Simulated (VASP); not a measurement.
# BeS (F-43m) in VASP: a series of runs

Aim: see how the results for BeS move with the level of theory and the settings. Levels: HSE06, PBE. Tasks: single point.

Everything below comes from runs of VASP 6.6.1. Logs are shortened: lines on timing, memory, paths and dates and some standing lists are left out, and cuts for length are marked.

**1. The crystal as given**

Symmetry: F-43m, No. 216, cubic system. The conventional cell has a = 4.869 Å, b = 4.869 Å, c = 4.869 Å, α = 90.00°, β = 90.00°, γ = 90.00°. Around Be (site symmetry -43m) lie 4 S at 2.11 Å. S (site symmetry -43m) is surrounded by 4 Be at 2.11 Å.

The cell was built by a generator and needn't be a form met in nature.

**2. Single point, HSE06**

POSCAR reads:

```
BeS
1.0
    0.0000000000      2.4343062304      2.4343062304
    2.4343062304      0.0000000000      2.4343062304
    2.4343062304      2.4343062304      0.0000000000
Be S
1 1
Direct
    0.0000000000      0.0000000000      0.0000000000
    0.2500000000      0.2500000000      0.2500000000
```

INCAR.step1 reads:

```
SYSTEM = BeS
PREC = Accurate ; ENCUT = 520
EDIFF = 1E-5 ; ISMEAR = 0
SIGMA = 0.01 ; LREAL = .False.
LASPH = .True. ; NELM = 60
ALGO = Normal ; ISIF = 2
LWAVE = .True. ; LCHARG = .False.
NBANDS = 11 ; GGA = PE
```

INCAR.step2 reads:

```
SYSTEM = BeS
PREC = Accurate ; ENCUT = 520
EDIFF = 1E-6 ; ISMEAR = 0
SIGMA = 0.01 ; LREAL = .False.
LASPH = .True. ; NELM = 60
ALGO = Normal ; ISIF = 2
LWAVE = .False. ; LCHARG = .False.
GGA = PE ; LHFCALC = .True.
HFSCREEN = 0.2079 ; PRECFOCK = Normal
NBANDS = 11 ; ISTART = 1
```

KPOINTS reads:

```
regular mesh
0
Gamma
  4 4 4
  0 0 0
```

Potentials or basis: VASP PAW PBE potentials, release 64 (Be, S).

Command:

```
cat potpaw_PBE.64/Be/POTCAR potpaw_PBE.64/S/POTCAR > POTCAR
cp INCAR.step1 INCAR
mpirun -np 1 vasp_std > vasp.out
cp INCAR.step2 INCAR
mpirun -np 1 vasp_std > vasp.out
```

OUTCAR:

```text
SYSTEM = BeS
   PREC = Accurate
   ENCUT = 520
   EDIFF = 1E-6
   ISMEAR = 0
   LREAL = .False.
   LASPH = .True.
   NELM = 60
   ISIF = 2
   GGA = PE
   LHFCALC = .True.
   HFSCREEN = 0.2079
   PRECFOCK = Normal
   ISTART = 1

 ion  position               nearest neighbor table
   1  0.000  0.000  0.000-   2 2.11   2 2.11   2 2.11   2 2.11
   2  0.250  0.250  0.250-   1 2.11   1 2.11   1 2.11   1 2.11

  LATTYP: Found a face centered cubic cell.
 ALAT       =     4.8686124608

  Lattice vectors:

 A1 = (   0.0000000000,   2.4343062304,   2.4343062304)
 A2 = (   2.4343062304,   0.0000000000,   2.4343062304)
 A3 = (   2.4343062304,   2.4343062304,   0.0000000000)

Analysis of symmetry for initial positions (statically):
=====================================================================
 Subroutine PRICEL returns:
 Original cell was already a primitive cell.

 Routine SETGRP: Setting up the symmetry group for a
 face centered cubic supercell.

 Subroutine GETGRP returns: Found 24 space group operations
 (whereof 24 operations were pure point group operations)
 out of a pool of 48 trial point group operations.

The static configuration has the point symmetry T_d .

Analysis of symmetry for dynamics (positions and initial velocities):
=====================================================================
 Subroutine PRICEL returns:
 Original cell was already a primitive cell.

 Routine SETGRP: Setting up the symmetry group for a
 face centered cubic supercell.

 Subroutine GETGRP returns: Found 24 space group operations
 (whereof 24 operations were pure point group operations)
 out of a pool of 48 trial point group operations.

The dynamic configuration has the point symmetry T_d .

 Subroutine INISYM returns: Found 24 space group operations
 (whereof 24 operations are pure point group operations),
 and found     1 'primitive' translations

----------------------------------------------------------------------------------------

                                     Primitive cell

  volume of cell :      28.8507

  direct lattice vectors                    reciprocal lattice vectors
     0.000000000  2.434306230  2.434306230    -0.205397330  0.205397330  0.205397330
     2.434306230  0.000000000  2.434306230     0.205397330 -0.205397330  0.205397330
     2.434306230  2.434306230  0.000000000     0.205397330  0.205397330 -0.205397330

  length of vectors
     3.442628886  3.442628886  3.442628886     0.355758611  0.355758611  0.355758611

  position of ions in fractional coordinates (direct lattice)
     0.000000000  0.000000000  0.000000000
     0.250000000  0.250000000  0.250000000

  ion indices of the primitive-cell ions
   primitive index   ion index
                 1           1
                 2           2

----------------------------------------------------------------------------------------

 KPOINTS: regular mesh

Automatic generation of k-mesh.
 Grid dimensions read from file:
 generate k-points for:    4    4    4

 Generating k-lattice:

  Cartesian coordinates                     Fractional coordinates (reciprocal lattice)
    -0.051349332  0.051349332  0.051349332     0.250000000  0.000000000  0.000000000
     0.051349332 -0.051349332  0.051349332     0.000000000  0.250000000  0.000000000
     0.051349332  0.051349332 -0.051349332     0.000000000  0.000000000  0.250000000

  Length of vectors
     0.088939653  0.088939653  0.088939653

  Shift w.r.t. Gamma in fractional coordinates (k-lattice)
     0.000000000  0.000000000  0.000000000

 Subroutine IBZKPT returns following result:
 ===========================================

 Found      8 irreducible k-points:

 Following reciprocal coordinates:
            Coordinates               Weight
  0.000000  0.000000  0.000000      1.000000
  0.250000  0.000000  0.000000      8.000000
  0.500000  0.000000  0.000000      4.000000
  0.250000  0.250000  0.000000      6.000000
  0.500000  0.250000  0.000000     24.000000
 -0.250000  0.250000  0.000000     12.000000
  0.500000  0.500000  0.000000      3.000000
 -0.250000  0.500000  0.250000      6.000000
   k-points           NKPTS =      8   k-points in BZ     NKDIM =     64   number of bands    NBANDS=     11
   number of dos      NEDOS =    301   number of ions     NIONS =      2
   total plane-waves  NPLWV =  21952
   dimension x,y,z NGX =    28 NGY =   28 NGZ =   28
   dimension x,y,z NGXF=    56 NGYF=   56 NGZF=   56
   ions per type =               1   1
   NGX,Y,Z   is equivalent  to a cutoff of  13.52, 13.52, 13.52 a.u.
   NGXF,Y,Z  is equivalent  to a cutoff of  27.04, 27.04, 27.04 a.u.
 SYSTEM =  BeS
   PREC   = accura    normal or accurate (medium, high low for compatibility)
   ISTART =      1    job   : 0-new  1-cont  2-samecut
   ICHARG =      0    charge: 1-file 2-atom 10-const
   ISPIN  =      1    spin polarized calculation?
   LNONCOLLINEAR =      F non collinear calculations
   LSORBIT =      F    spin-orbit coupling
   LASPH  =      T    aspherical Exc in radial PAW
   ENCUT  =  520.0 eV  38.22 Ry    6.18 a.u.   6.40  6.40  6.40*2*pi/ulx,y,z
   NELM   =     60;   NELMIN=  2; NELMDL=  0     # of ELM steps
   EDIFF  = 0.1E-05   stopping-criterion for ELM
   LREAL  =      F    real-space projection
   EDIFFG = 0.1E-04   stopping-criterion for IOM
   NSW    =      0    number of steps for IOM
   IBRION =     -1    ionic relax: 0-MD 1-quasi-New 2-CG
   NFREE  =      0    steps in history (QN), initial steepest desc. (CG)
   ISIF   =      2    stress and relaxation
   ISYM   =      3    0-nonsym 1-usesym 2-fastsym
   POTIM  = 0.5000    time-step for ionic-motion
   TEBEG  =    0.0;   TEEND  =   0.0 temperature during run
   PSTRESS=    0.0 pullay stress
   NELECT =       8.0000    total number of electrons
   NUPDOWN=      -1.0000    fix difference up-down
   EMIN   =  10.00;   EMAX   =-10.00  energy-range for DOS
   EFERMI =   0.00;   METHOD = LEGACY
   ISMEAR =     0;   SIGMA  =   0.01  broadening in eV -4-tet -1-fermi 0-gaus
   EFERMI_NEDOS =   21; number of points for ismear=-14 and -15
   IALGO  =     38    algorithm
   IMIX   =      1    mixing-type and parameters
     AMIX     =   0.40;   BMIX     =  1.00
     AMIX_MAG =   1.60;   BMIX_MAG =  1.00
  volume/ion in A,a.u.               =      14.43        97.35
  Fermi-wavevector in a.u.,A,eV,Ry     =   1.067545  2.017368 15.505918  1.139653
  Thomas-Fermi vector in A             =   2.203165
   LORBIT       =      0    0 simple, 1 ext, 2 COOP (PROOUT), +10 PAW based schemes
   GGA     = PE    functional components
   LHFCALC =     T    Hartree Fock is set to
   PRECFOCK=normal    Normal, Fast or Accurate (Low or Medium for compatibility)
   ENCUT4O =  -1.0   cutoff for four orbital integrals eV
   NKREDX  =     1    reduce k-point grid by
   NKREDY  =     1    reduce k-point grid by
   NKREDZ  =     1    reduce k-point grid by
   AEXX    =    0.2500 exact exchange contribution
   HFSCREEN=    0.2079 screening length (either q_TF or 0.3 A-1)
   HFSCREENC=   0.2079 screening length for correlation (either q_TF or 0.3 A-1)
   ENCUTFOCK=  -1.0 apply spherical cutoff to Coloumb kernel
   IVDW    =     0    specifies the selected vdW correction
   LEPSILON=     F    determine dielectric tensor
   LRPA    =     F    only Hartree local field effects (RPA)
 non-spin polarized calculation
 Gauss-broadening in eV      SIGMA  =   0.01
  energy-cutoff  :      520.00
  volume of cell :       28.85
 maximum number of plane-waves:       784
 NGX is ok and might be reduce to    28
  NGX = 20; NGY = 20; NGZ = 20

 number of electron       7.9999999 magnetization

 Free energy of the ion-electron system (eV)
  ---------------------------------------------------
  ext. energy  EPLUGINS =         0.00000000
  ---------------------------------------------------
  free energy    TOTEN  =       -11.34492716 eV

  energy without entropy =      -11.34492716  energy(sigma->0) =      -11.34492716

 E-fermi :   3.4786     XC(G=0):  -8.0439

 val. band max:        3.4088719013   @ k =   0.0000   0.0000   0.0000
 cond. band min:       7.4937732948   @ k =   0.5000   0.5000   0.0000
 fundamental gap:      4.0849013935
 Fermi energy:         3.4785736351

 k-point     1 :       0.0000    0.0000    0.0000
  band No.  band energies     occupation
      1     -11.5819      2.00000
      2       3.4089      2.00000
      3       3.4089      2.00000
      4       3.4089      2.00000
      5      10.2822      0.00000
      6      10.2822      0.00000
      7      10.2822      0.00000
      8      10.3898      0.00000
      9      17.6585      0.00000
     10      17.6585      0.00000
     11      19.5926      0.00000

 k-point     2 :       0.2500    0.0000    0.0000
  band No.  band energies     occupation
      1     -10.8587      2.00000
      2      -0.1361      2.00000
      3       2.7800      2.00000
      4       2.7800      2.00000
      5      10.0858      0.00000
      6      11.2233      0.00000
      7      11.2233      0.00000
      8      13.9796      0.00000
      9      16.6616      0.00000
     10      16.6616      0.00000
     11      18.9752      0.00000

 k-point     3 :       0.5000    0.0000    0.0000
  band No.  band energies     occupation
      1      -9.8345      2.00000
      2      -2.8603      2.00000
      3       2.3032      2.00000
      4       2.3032      2.00000
      5       9.9851      0.00000
      6      11.1868      0.00000
      7      11.1868      0.00000
      8      15.9108      0.00000
      9      19.9385      0.00000
     10      19.9385      0.00000
     11      20.0586      0.00000
[... 43 lines left out ...]
 k-point     7 :       0.5000    0.5000    0.0000
  band No.  band energies     occupation
      1      -9.2417      2.00000
      2      -2.0610      2.00000
      3       0.5750      2.00000
      4       0.5750      2.00000
      5       7.4938      0.00000
      6       9.3863      0.00000
      7      17.8357      0.00000
      8      17.8357      0.00000
      9      20.5121      0.00000
     10      21.4569      0.00000
     11      21.8743      0.00000

 k-point     8 :      -0.2500    0.5000    0.2500
  band No.  band energies     occupation
      1      -9.1851      2.00000
      2      -1.2442      2.00000
      3      -0.7229      2.00000
      4      -0.1276      2.00000
      5      10.9670      0.00000
      6      12.7384      0.00000
      7      13.1780      0.00000
      8      13.6209      0.00000
      9      19.4165      0.00000
     10      19.4256      0.00000
     11      22.1923      0.00000

------------------------ aborting loop because EDIFF is reached ----------------------------------------

  FORCE on cell =-STRESS in cart. coord.  units (eV):
  Direction    XX          YY          ZZ          XY          YZ          ZX
  --------------------------------------------------------------------------------------
  -------------------------------------------------------------------------------------
  Total       -0.1066613     -0.1066613     -0.1066613     -0.0000000      0.0000000     -0.0000000
  in kB       -5.9232750     -5.9232750     -5.9232750     -0.0000000      0.0000000     -0.0000000
  external PRESSURE =      -5.9232750 kB  Pullay stress =       0.0000000 kB

 VOLUME and BASIS-vectors are now :
 -----------------------------------------------------------------------------
  energy-cutoff  :      520.00
  volume of cell :       28.85
      direct lattice vectors                 reciprocal lattice vectors
     0.000000000  2.434306230  2.434306230    -0.205397330  0.205397330  0.205397330
     2.434306230  0.000000000  2.434306230     0.205397330 -0.205397330  0.205397330
     2.434306230  2.434306230  0.000000000     0.205397330  0.205397330 -0.205397330

 POSITION                                       TOTAL-FORCE (eV/Angst)
 -----------------------------------------------------------------------------------
      0.00000      0.00000      0.00000         0.000000      0.000000      0.000000
      1.21715      1.21715      1.21715        -0.000000     -0.000000     -0.000000
 -----------------------------------------------------------------------------------
    total drift:                               -0.000000      0.000001      0.000000

  FREE ENERGIE OF THE ION-ELECTRON SYSTEM (eV)
  ---------------------------------------------------
  free  energy   TOTEN  =       -11.3449271611 eV

  energy  without entropy=      -11.3449271611  energy(sigma->0) =      -11.34492716
```

Wall time 74 s (1 thread of Intel Xeon Platinum 8488C (Sapphire Rapids), shared host); peak memory 0.24 GiB.

What came out:

| Property | Result |
| --- | --- |
| Free energy | -11.3449 eV |
| Pressure | -0.6 GPa |
| Band gap on the k mesh | 4.08 eV, indirect (least direct gap 6.87 eV) |

Caveat: the k mesh is coarse (spacing up to 0.56 Å⁻¹), so the values aren't converged, least of all with exact exchange; the PAW data sets were made with another functional, which shifts forces and pressure a little.

**3. Single point, PBE**

INCAR reads:

```
  ALGO = Normal
  EDIFF = 1E-6
  ENCUT = 520
  GGA = PE
  ISIF = 2
  ISMEAR = 0
  LASPH = T
  LCHARG = T
  LELF = T
  LREAL = F
  LVHAR = T
  LWAVE = F
  NBANDS = 11
  NELM = 60
  PREC = Accurate
  SIGMA = 0.01
```

KPOINTS reads:

```
k-points
0
Gamma
  6 6 6
```

POSCAR is that of step 2.

Potentials or basis: VASP PAW PBE potentials, release 64 (Be, S).

Command:

```
cat potpaw_PBE.64/Be/POTCAR potpaw_PBE.64/S/POTCAR > POTCAR
mpirun -np 1 vasp_std > vasp.out
```

It used 6.7 s of CPU time on 1 thread of Intel(R) Xeon(R) Platinum 8488C (Sapphire Rapids), on a shared host, which was overloaded at the time.

The run converged. Its results:

- Free energy: -10.0105 eV
- Pressure: 0.5 GPa
- Band gap on the k mesh: 3.14 eV, indirect (least direct gap 5.67 eV)

Levels at points of the mesh, in eV from the valence-band top:
```
           k point  band 1  band 2  band 3  band 4  band 5  band 6  band 7  band 8
(0.00, 0.00, 0.00)  -13.62    0.00    0.00    0.00    5.67    5.67    5.67    5.79
(0.50, 0.00, 0.00)  -12.04   -5.71   -1.02   -1.02    5.44    6.56    6.56   11.15
(0.50, 0.50, 0.00)  -11.50   -4.96   -2.60   -2.60    3.14    4.93   12.69   12.69
```
